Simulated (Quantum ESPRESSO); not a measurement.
The system is KF (Carobbiite).

```
K F
1.0
     0.00000    2.67185    2.67185
     2.67185    0.00000    2.67185
     2.67185    2.67185    0.00000
K F
1 1
Direct
  0.00000 0.00000 0.00000
  0.50000 0.50000 0.50000
```

Base run:

| Property | Result |
| --- | --- |
| Program | Quantum ESPRESSO 7.5 |
| Functional | AM05 |
| Potentials or basis | PseudoDojo 0.4.1 SR PBE standard |
| Cutoff | 1143 eV |
| Density cutoff | 4572 eV |
| k mesh | 6 × 6 × 6, shifted |
| Occupations | fermi-dirac, width 0.05 eV |
| Spin | no spin polarisation |

Its results: pressure 0.5 GPa; electronic dielectric tensor (diagonal) 1.99.

Task: After a change of settings the same cell gave: pressure -0.5 GPa; electronic dielectric tensor (diagonal) 2.00. Which change was it?
A. functional from AM05 to WC
B. functional from AM05 to LDA; potentials or basis from PseudoDojo 0.4.1 SR PBE standard to PseudoDojo 0.4.1 SR LDA standard
C. functional from AM05 to PBE
D. functional from AM05 to BLYP

Result: A.

Caveats: the potentials were made for another functional, which shifts forces and pressure.

Not every run made on this cell is shown here.
